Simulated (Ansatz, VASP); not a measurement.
# C62N in two plane-wave programs

One calculation is typed for both programs; each brings its own data sets. How far apart do they land? The cell is taken from a series of runs on this material, whose earlier steps may have relaxed, scaled, displaced or heated it; both programs get it as it stands.

Main program and level: Ansatz 0.2.0; plane waves, with VASP 6.6.1 beside it; single point at HSE06.

### Step 1. The starting structure

The cell holds 63 atoms: 62 C and 1 N. Its edges and angles: a = 7.143 Å, b = 7.143 Å, c = 7.143 Å, α = 90.0°, β = 90.0°, γ = 90.0°. It derives from C (C (Fd-3m)). Nearest the centre at fractional (0.312, 0.312, 0.312): N63 at 0.91 Å, C4 at 1.93 Å, C5 at 1.93 Å, C6 at 1.93 Å, C25 at 2.04 Å, C40 at 2.04 Å, C47 at 2.04 Å, C8 at 2.62 Å. The cell carries charge −1.

### Step 2. Ansatz: single point, HSE06

Ansatz runs on its default PAW (the set named soft_2) files.

A single point gives forces, pressure and levels at one fixed geometry, so differences don't come from the geometry; what else differs is listed under the comparison.

The input, input.yaml:

```yaml
crystal:
  lattice:
    - [7.14316351, 0.0, 0.0]
    - [0.0, 7.14316351, 0.0]
    - [0.0, 0.0, 7.14316351]
  atoms:
    - { symbol: C, position: [-0.001040462, -0.001441813, 0.249569343] }
    - { symbol: C, position: [-0.001037518, 0.249678371, -0.00155707] }
    - { symbol: C, position: [0.250081308, -0.001439239, -0.001555032] }
    - { symbol: "N", position: [0.239373861, 0.238960508, 0.238838677] }
    - { symbol: C, position: [0.125768543, 0.125372617, 0.369094952] }
    - { symbol: C, position: [0.125764524, 0.369204744, 0.125250283] }
    - { symbol: C, position: [0.369618343, 0.125360105, 0.125245637] }
    - { symbol: C, position: [0.000610266, 0.000207462, 0.748990011] }
    - { symbol: C, position: [0.002684013, 0.251302528, 0.497733462] }
    - { symbol: C, position: [0.251699645, 0.002279336, 0.497730986] }
    - { symbol: C, position: [0.250981135, 0.250579584, 0.748849172] }
    - { symbol: C, position: [0.1253839, 0.124983527, 0.873590604] }
    - { symbol: C, position: [0.128256759, 0.376548852, 0.62295379] }
    - { symbol: C, position: [0.376948783, 0.127856362, 0.622949599] }
    - { symbol: C, position: [0.375574302, 0.375176096, 0.875071205] }
    - { symbol: C, position: [0.002679557, 0.497846135, 0.251187824] }
    - { symbol: C, position: [0.000611209, 0.749102998, 9.9422e-05] }
    - { symbol: C, position: [0.251697144, 0.497842941, 0.002166012] }
    - { symbol: C, position: [0.250979901, 0.748961537, 0.250469687] }
    - { symbol: C, position: [0.128256991, 0.623062672, 0.376436439] }
    - { symbol: C, position: [0.125384093, 0.873707319, 0.124872913] }
    - { symbol: C, position: [0.376946174, 0.623060469, 0.127746155] }
    - { symbol: C, position: [0.375573707, 0.875185906, 0.37506179] }
    - { symbol: C, position: [0.000299752, 0.499367188, 0.750496851] }
    - { symbol: C, position: [0.00029773, 0.750609557, 0.499252648] }
    - { symbol: C, position: [0.245502978, 0.508733369, 0.508622591] }
    - { symbol: C, position: [0.251467761, 0.750996762, 0.750883962] }
    - { symbol: C, position: [0.125864557, 0.623948551, 0.875836253] }
    - { symbol: C, position: [0.125865518, 0.875946698, 0.62383452] }
    - { symbol: C, position: [0.374851812, 0.62469241, 0.624580756] }
    - { symbol: C, position: [0.375399113, 0.875081006, 0.874967506] }
    - { symbol: C, position: [0.498248163, 0.002274658, 0.251184126] }
    - { symbol: C, position: [0.498244539, 0.251295844, 0.002164453] }
    - { symbol: C, position: [0.74950498, 0.000206949, 9.7047e-05] }
    - { symbol: C, position: [0.749360004, 0.250579048, 0.250469832] }
    - { symbol: C, position: [0.623461058, 0.127857562, 0.37643339] }
    - { symbol: C, position: [0.623463614, 0.376547404, 0.127746082] }
    - { symbol: C, position: [0.874108643, 0.124983518, 0.124872573] }
    - { symbol: C, position: [0.875588658, 0.375172119, 0.375062927] }
    - { symbol: C, position: [0.499765614, -0.000100589, 0.750496494] }
    - { symbol: C, position: [0.509130916, 0.245101865, 0.508621136] }
    - { symbol: C, position: [0.751008428, -0.000103672, 0.499253562] }
    - { symbol: C, position: [0.751396759, 0.251066277, 0.7508831] }
    - { symbol: C, position: [0.624349554, 0.125464273, 0.875834391] }
    - { symbol: C, position: [0.6250935, 0.374450817, 0.624580465] }
    - { symbol: C, position: [0.876349145, 0.125464343, 0.623834292] }
    - { symbol: C, position: [0.875480438, 0.374999625, 0.874967691] }
    - { symbol: C, position: [0.509136106, 0.508738333, 0.244988267] }
    - { symbol: C, position: [0.499766214, 0.750610966, -0.00021258] }
    - { symbol: C, position: [0.75101126, 0.49936581, -0.000211228] }
    - { symbol: C, position: [0.751393321, 0.750992862, 0.250955655] }
    - { symbol: C, position: [0.625089036, 0.624689769, 0.37434354] }
    - { symbol: C, position: [0.624347376, 0.875945259, 0.125351722] }
    - { symbol: C, position: [0.876348554, 0.62394375, 0.125354547] }
    - { symbol: C, position: [0.875479039, 0.875078334, 0.374886815] }
    - { symbol: C, position: [0.500540802, 0.500140355, 0.749871391] }
    - { symbol: C, position: [0.50054129, 0.749984209, 0.500029552] }
    - { symbol: C, position: [0.750382812, 0.500139853, 0.5000275] }
    - { symbol: C, position: [0.750366312, 0.749965922, 0.749856436] }
    - { symbol: C, position: [0.625336583, 0.624936338, 0.875228024] }
    - { symbol: C, position: [0.625338568, 0.875339025, 0.624828421] }
    - { symbol: C, position: [0.87573853, 0.624936569, 0.624827373] }
    - { symbol: C, position: [0.875294235, 0.874892168, 0.874781161] }
total_charge: -1
basis:
  ecutwfc: 420
  xc_grid: 2
hamiltonian:
  xc: hse06
kpoints:
  mp_grid: { grid: [1, 1, 1] }
magnetization:
  spin_polarized: true
  initial_magnetization: 2
  spin_locking: { lock_magnetization: hard }
scf:
  occupations: { method: fermi_dirac, width: 0.01 }
  max_iter: 120
output:
  forces: true
  efg: {}
  eigenvalues: true
checkpoint:
  read: "../relax.run"
```

Command:

```console
> ansatz run input.yaml --threads 2 --pin off --max-ram 3768MiB --backend cpu --events-out ev --progress --plain --runs-dir out
```

Output:

```text
Warning: the atoms were moved onto the symmetric positions of the space group found under crystal.symmetry.tolerance 1.0e-5 (fractional; no operation is sought that the atoms, as they stand in a round, miss by more than twice it, and no atom is moved by as much as it), and the run uses the moved positions. Before a round's move an operation carried an atom to 9.95e-5 Å from where it should land, the largest such dist [...]
[...]
atom  38  C  V_zz =    -0.105395   η = 0.6830   by run symmetry: allowed
            electrostatic potential = -418.268334 V   contact ρ = 864.006018 e/Å³   contact ρ_s (e/Å³): all electrons -0.010672, valence -0.012211
  atom  39  C  V_zz =    +0.062691   η = 0.7704   by run symmetry: allowed
            electrostatic potential = -418.392627 V   contact ρ = 863.991092 e/Å³   contact ρ_s (e/Å³): all electrons -0.023970, valence -0.026540
  atom  40  C  V_zz =    -0.285535   η = 0.0385   by run symmetry: allowed
            electrostatic potential = -418.401913 V   contact ρ = 864.170041 e/Å³   contact ρ_s (e/Å³): all electrons +0.173335, valence +0.197696
  atom  41  C  V_zz =    -2.318445   η = 0.0954   by run symmetry: allowed
            electrostatic potential = -420.147403 V   contact ρ = 864.487728 e/Å³   contact ρ_s (e/Å³): all electrons +1.617721, valence +1.976551
  atom  42  C  V_zz =    -0.285540   η = 0.0382   by run symmetry: allowed
            electrostatic potential = -418.401861 V   contact ρ = 864.170021 e/Å³   contact ρ_s (e/Å³): all electrons +0.173321, valence +0.197680
  atom  43  C  V_zz =    -0.403580   η = 0.8851   by run symmetry: allowed
            electrostatic potential = -418.397271 V   contact ρ = 864.103922 e/Å³   contact ρ_s (e/Å³): all electrons +0.185200, valence +0.203814
  atom  44  C  V_zz =    +0.147089   η = 0.5187   by run symmetry: allowed
            electrostatic potential = -418.222389 V   contact ρ = 864.027098 e/Å³   contact ρ_s (e/Å³): all electrons -0.018534, valence -0.020402
  atom  45  C  V_zz =    -0.960064   η = 0.3526   by run symmetry: allowed
            electrostatic potential = -418.702339 V   contact ρ = 863.986141 e/Å³   contact ρ_s (e/Å³): all electrons -0.130881, valence -0.145469
  atom  46  C  V_zz =    +0.147180   η = 0.5184   by run symmetry: allowed
            electrostatic potential = -418.222314 V   contact ρ = 864.027122 e/Å³   contact ρ_s (e/Å³): all electrons -0.018531, valence -0.020400
  atom  47  C  V_zz =    -0.153798   η = 0.6682   by run symmetry: allowed
            electrostatic potential = -418.458229 V   contact ρ = 864.126828 e/Å³   contact ρ_s (e/Å³): all electrons -0.033408, valence -0.018954
  atom  48  C  V_zz =    -2.318445   η = 0.0954   by run symmetry: allowed
            electrostatic potential = -420.147403 V   contact ρ = 864.487728 e/Å³   contact ρ_s (e/Å³): all electrons +1.617721, valence +1.976551
  atom  49  C  V_zz =    -0.285535   η = 0.0385   by run symmetry: allowed
            electrostatic potential = -418.401913 V   contact ρ = 864.170041 e/Å³   contact ρ_s (e/Å³): all electrons +0.173335, valence +0.197696
  atom  50  C  V_zz =    -0.285540   η = 0.0382   by run symmetry: allowed
            electrostatic potential = -418.401861 V   contact ρ = 864.170021 e/Å³   contact ρ_s (e/Å³): all electrons +0.173321, valence +0.197680
  atom  51  C  V_zz =    -0.403580   η = 0.8851   by run symmetry: allowed
            electrostatic potential = -418.397271 V   contact ρ = 864.103922 e/Å³   contact ρ_s (e/Å³): all electrons +0.185200, valence +0.203814
  atom  52  C  V_zz =    -0.960064   η = 0.3526   by run symmetry: allowed
            electrostatic potential = -418.702339 V   contact ρ = 863.986141 e/Å³   contact ρ_s (e/Å³): all electrons -0.130881, valence -0.145469
  atom  53  C  V_zz =    +0.147089   η = 0.5187   by run symmetry: allowed
            electrostatic potential = -418.222389 V   contact ρ = 864.027098 e/Å³   contact ρ_s (e/Å³): all electrons -0.018534, valence -0.020402
  atom  54  C  V_zz =    +0.147180   η = 0.5184   by run symmetry: allowed
            electrostatic potential = -418.222314 V   contact ρ = 864.027122 e/Å³   contact ρ_s (e/Å³): all electrons -0.018531, valence -0.020400
  atom  55  C  V_zz =    -0.153798   η = 0.6682   by run symmetry: allowed
            electrostatic potential = -418.458229 V   contact ρ = 864.126828 e/Å³   contact ρ_s (e/Å³): all electrons -0.033408, valence -0.018954
  atom  56  C  V_zz =    +0.204138   η = 0.3955   by run symmetry: allowed
            electrostatic potential = -418.504429 V   contact ρ = 864.038368 e/Å³   contact ρ_s (e/Å³): all electrons +0.044847, valence +0.056146
  atom  57  C  V_zz =    +0.204138   η = 0.3955   by run symmetry: allowed
            electrostatic potential = -418.504429 V   contact ρ = 864.038368 e/Å³   contact ρ_s (e/Å³): all electrons +0.044847, valence +0.056146
  atom  58  C  V_zz =    +0.204159   η = 0.3958   by run symmetry: allowed
            electrostatic potential = -418.504421 V   contact ρ = 864.038379 e/Å³   contact ρ_s (e/Å³): all electrons +0.044850, valence +0.056148
  atom  59  C  V_zz =    +0.063727   η = 0.0003   by run symmetry: allowed
            electrostatic potential = -418.294670 V   contact ρ = 864.076960 e/Å³   contact ρ_s (e/Å³): all electrons -0.018520, valence -0.016057
  atom  60  C  V_zz =    -0.160459   η = 0.2325   by run symmetry: allowed
            electrostatic potential = -418.339454 V   contact ρ = 864.012706 e/Å³   contact ρ_s (e/Å³): all electrons -0.032621, valence -0.034505
  atom  61  C  V_zz =    -0.160459   η = 0.2325   by run symmetry: allowed
            electrostatic potential = -418.339454 V   contact ρ = 864.012706 e/Å³   contact ρ_s (e/Å³): all electrons -0.032621, valence -0.034505
  atom  62  C  V_zz =    -0.160420   η = 0.2328   by run symmetry: allowed
            electrostatic potential = -418.339464 V   contact ρ = 864.012718 e/Å³   contact ρ_s (e/Å³): all electrons -0.032620, valence -0.034504
  atom  63  C  V_zz =    -0.114748   η = 0.0012   by run symmetry: allowed
            electrostatic potential = -418.165695 V   contact ρ = 864.003898 e/Å³   contact ρ_s (e/Å³): all electrons -0.003122, valence -0.001930
--- Band table (eV) ---
  k-point 0 ↑: bands = ["-11.2697", "-9.5497", "-8.7910", "-8.7910", "-8.6820", "-8.6820", "-8.3908", "-7.3480", "-6.4711", "-6.4711", "-6.4453", "-6.4452", "-6.3783", "-6.3783", "-6.3337", "-6.2748", "-6.2107", "-6.2106", "-5.6834", "-5.2488", "-4.9620", "-4.9619", "-4.3377", "-2.2680", "-2.2679", "-2.2663", "-2.2044", "-2.1074", "-1.7882", "-1.7882", "-1.6881", "-1.6881", "-1.6130", "-1.3619", "-1.1136", "-1.1136", [...]
  k-point 0 ↓: bands = ["-11.2414", "-9.5342", "-8.7697", "-8.7697", "-8.6305", "-8.6305", "-8.3423", "-7.3291", "-6.4487", "-6.4487", "-6.4290", "-6.4289", "-6.3141", "-6.3140", "-6.3036", "-6.2620", "-6.1438", "-6.1437", "-5.6266", "-5.2287", "-4.8884", "-4.8883", "-4.1521", "-2.2477", "-2.2477", "-2.2389", "-2.1791", "-2.0218", "-1.7709", "-1.7708", "-1.6399", "-1.6399", "-1.5819", "-1.3202", "-1.0999", "-1.0998", [...]
```

### Step 3. VASP: single point, HSE06

The same cell, functional, mesh and smearing now go to VASP, with its own data sets.

Lines of VASP's logs that name or quote its potential files are left out, and so is its time.

The run reads the wave functions of an earlier VASP run, which isn't shown here.

The input, INCAR:

```
SYSTEM = C62N
PREC = Accurate
ENCUT = 520
EDIFF = 1E-06
NELM = 100
ISMEAR = -1
SIGMA = 0.01
LREAL = Auto
ALGO = Normal
LHFCALC = .TRUE.
AEXX = 0.25
GGA = PE
HFSCREEN = 0.208
LASPH = .TRUE.
NELECT = 254
NBANDS = 171
ISPIN = 2
MAGMOM = 0 0 0 -0 -0 -0 0 0.01 0.01 0.01 -0 -0.01 -0.01 -0 0.01 0 0.01 0.01 -0.01 -0 -0.01 -0 0.02 0.02 0.27 0.02 -0 -0 -0.01 0.01 0.01 0.01 0 0.01 -0.01 -0.01 -0 -0 0.02 0.27 0.02 0.02 -0 -0.01 -0 0.01 0.27 0.02 0.02 0.02 -0.01 -0 -0 0.01 0.01 0.01 0.01 0 -0 -0 -0 0 0
PRECFOCK = Fast
LORBIT = 11
LWAVE = .FALSE.
LCHARG = .FALSE.
ISIF = 2
NUPDOWN = 2
```

The input, POSCAR:

```
C62N
1.0
    7.1431635104      0.0000000000      0.0000000000
    0.0000000000      7.1431635104      0.0000000000
    0.0000000000      0.0000000000      7.1431635104
C N
62 1
Direct
    0.9989595378      0.9985581866      0.2495693426
    0.9989624816      0.2496783707      0.9984429299
    0.2500813080      0.9985607612      0.9984449682
    0.1257685431      0.1253726174      0.3690949522
    0.1257645242      0.3692047437      0.1252502827
    0.3696183433      0.1253601054      0.1252456370
    0.0006102660      0.0002074622      0.7489900110
    0.0026840133      0.2513025283      0.4977334624
    0.2516996452      0.0022793359      0.4977309863
    0.2509811348      0.2505795842      0.7488491723
    0.1253838999      0.1249835273      0.8735906040
    0.1282567586      0.3765488521      0.6229537901
    0.3769487835      0.1278563625      0.6229495995
    0.3755743021      0.3751760963      0.8750712049
    0.0026795573      0.4978461355      0.2511878243
    0.0006112086      0.7491029980      0.0000994219
    0.2516971445      0.4978429407      0.0021660124
    0.2509799014      0.7489615374      0.2504696868
    0.1282569908      0.6230626722      0.3764364390
    0.1253840926      0.8737073191      0.1248729129
    0.3769461739      0.6230604688      0.1277461553
    0.3755737066      0.8751859058      0.3750617901
    0.0002997517      0.4993671877      0.7504968507
    0.0002977299      0.7506095572      0.4992526477
    0.2455029778      0.5087333686      0.5086225907
    0.2514677614      0.7509967622      0.7508839622
    0.1258645569      0.6239485512      0.8758362532
    0.1258655178      0.8759466985      0.6238345198
    0.3748518124      0.6246924103      0.6245807562
    0.3753991127      0.8750810063      0.8749675061
    0.4982481629      0.0022746581      0.2511841255
    0.4982445388      0.2512958445      0.0021644532
    0.7495049796      0.0002069493      0.0000970467
    0.7493600038      0.2505790478      0.2504698323
    0.6234610582      0.1278575616      0.3764333901
    0.6234636144      0.3765474043      0.1277460818
    0.8741086433      0.1249835177      0.1248725735
    0.8755886579      0.3751721188      0.3750629267
    0.4997656140      0.9998994112      0.7504964943
    0.5091309155      0.2451018645      0.5086211360
    0.7510084281      0.9998963282      0.4992535621
    0.7513967586      0.2510662775      0.7508831002
    0.6243495538      0.1254642729      0.8758343910
    0.6250935003      0.3744508174      0.6245804649
    0.8763491451      0.1254643426      0.6238342918
    0.8754804377      0.3749996253      0.8749676910
    0.5091361061      0.5087383334      0.2449882667
    0.4997662145      0.7506109662      0.9997874201
    0.7510112599      0.4993658103      0.9997887724
    0.7513933212      0.7509928622      0.2509556555
    0.6250890361      0.6246897689      0.3743435395
    0.6243473765      0.8759452588      0.1253517224
    0.8763485537      0.6239437504      0.1253545471
    0.8754790389      0.8750783343      0.3748868147
    0.5005408019      0.5001403554      0.7498713911
    0.5005412905      0.7499842087      0.5000295520
    0.7503828122      0.5001398526      0.5000275001
    0.7503663122      0.7499659218      0.7498564364
    0.6253365834      0.6249363377      0.8752280237
    0.6253385681      0.8753390245      0.6248284206
    0.8757385300      0.6249365688      0.6248273732
    0.8752942353      0.8748921678      0.8747811610
    0.2393738610      0.2389605078      0.2388386766
```

The input, KPOINTS:

```
Automatic mesh
0
Gamma
1 1 1
0 0 0
```

PAW data sets: C and N (PBE family, release 64).

Command:

```console
> export OMP_NUM_THREADS=3
> mpirun -np 1 vasp_gam
```

Output:

```text
[banner, memory and clock lines left out]
running    1 mpi-ranks, on    1 nodes
[...]
Offloading initialized ...    1 GPUs detected
[...]
LDA part: xc-table for (Slater+PW92), standard interpolation
 found WAVECAR, reading the header
 POSCAR, INCAR and KPOINTS ok, starting setup
[...]
reading WAVECAR
 the WAVECAR file was read successfully
 initial charge from wavefunction
 entering main loop
       N       E                     dE             d eps       ncg     rms          rms(c)
DAV:   1    -0.642144260966E+03   -0.64214E+03   -0.85903E+00   720   0.780E+00    0.412E+00
DAV:   2    -0.642173323272E+03   -0.29062E-01   -0.17510E-01   784   0.984E-01    0.246E+00
DAV:   3    -0.642155695215E+03    0.17628E-01   -0.18133E-02   808   0.336E-01    0.134E+00
DAV:   4    -0.642150689450E+03    0.50058E-02   -0.55213E-03   816   0.187E-01    0.708E-01
[...]
DAV:   9    -0.642148787339E+03    0.90748E-05   -0.45610E-06   776   0.643E-03    0.336E-02
DAV:  10    -0.642148785098E+03    0.22409E-05   -0.13005E-06   448   0.358E-03    0.185E-02
DAV:  11    -0.642148784805E+03    0.29287E-06   -0.44723E-07   432   0.224E-03
   1 F= -.64214878E+03 E0= -.64214878E+03  d E =-.954859E-11  mag=     2.0000
```

OUTCAR, selected parts (step 3):

```text
  FREE ENERGIE OF THE ION-ELECTRON SYSTEM (eV)
  ---------------------------------------------------
  free  energy   TOTEN  =      -642.1487848054 eV

  energy  without entropy=     -642.1487848054  energy(sigma->0) =     -642.14878481

 magnetization (x)
# of ion       s       p       d       tot
------------------------------------------
    1        0.000   0.003   0.000   0.003
    2        0.000   0.003   0.000   0.003
    3        0.000   0.003   0.000   0.003
    4       -0.000   0.000   0.000  -0.000
    5       -0.000   0.000   0.000  -0.000
    6       -0.000   0.000   0.000  -0.000
    7        0.000   0.002   0.000   0.002
    8        0.001   0.006   0.000   0.007
    9        0.001   0.006   0.000   0.007
   10        0.000   0.010   0.000   0.010
   11       -0.000  -0.001   0.000  -0.002
   12       -0.003  -0.007   0.000  -0.010
   13       -0.003  -0.007   0.000  -0.010
[...]
--------------------------------------------------
tot          0.150   1.151   0.000   1.301

[... 1 further part left out ...]
```

The run ends at a pressure of -1.41 GPa, with forces up to 0.73 eV/Å.

### Step 4. Side by side

Known differences besides the potentials themselves: exact exchange at q = 0 is treated differently, which shows on coarse meshes; VASP keeps PBE cores, Ansatz makes them for the functional; the cutoff is 420 eV in Ansatz and 520 eV in VASP (PREC = Accurate, projectors in real space); VASP takes a coarser grid for exact exchange (PRECFOCK = Fast); site moments are counted in spheres of each program's own size. Total energies have different zeros and are not compared.

The two programs side by side:

```tsv
quantity	Ansatz	VASP	difference
total moment, fixed by the input (μB)	2.00	2.00	0.00
moment on C25 (μB)	0.27	0.36	-0.09
moment on C40 (μB)	0.27	0.36	-0.09
moment on C47 (μB)	0.27	0.36	-0.09
```

Forces on 7 of the 63 atoms, those with the largest forces and the largest differences (eV/Å; atoms numbered as in POSCAR):

```tsv
atom	Ansatz x, y, z	VASP x, y, z
C4	0.039, 0.037, -0.095	0.034, 0.028, -0.070
C5	0.039, -0.095, 0.037	0.035, -0.067, 0.028
C6	-0.097, 0.038, 0.038	-0.068, 0.031, 0.034
C25	-0.377, 0.310, 0.310	-0.359, 0.291, 0.294
C40	0.310, -0.376, 0.310	0.294, -0.356, 0.294
C47	0.310, 0.310, -0.376	0.292, 0.294, -0.358
N63	-0.434, -0.430, -0.430	-0.421, -0.419, -0.418
```

The forces differ by 7.0 meV/Å r.m.s., which is 7.6 % of the r.m.s. force of 0.092 eV/Å (both taken over all components). The cell carries a charge of -1 e against a uniform background, so its pressure also hangs on how the neutralising background is counted, and in a defect's cell a gap may be the spacing between its levels.

### Step 5. Outcome

```json
{
 "r.m.s. force difference (single point, HSE06)": "7.0 meV/Å"
}
```

What this shows: The r.m.s. force difference is 7.0 meV/Å (single point, HSE06), within the 12 meV/Å picked in this series as the mark of a large difference. How closely two codes agree says nothing of how well the functional describes the real material.

[Lines on the potential files, build, host, timing and source positions are cut from VASP's logs without a mark.]

[Logs are printed without paths, hosts, clocks, repeated set-up lines and the standing remarks that a program may print on its own settings, such as how far it seeks lower states.]

[Hosts, paths, dates, database ids (printed as entryN), source tags and the programs' standing remarks are cut or masked in the printed files.]
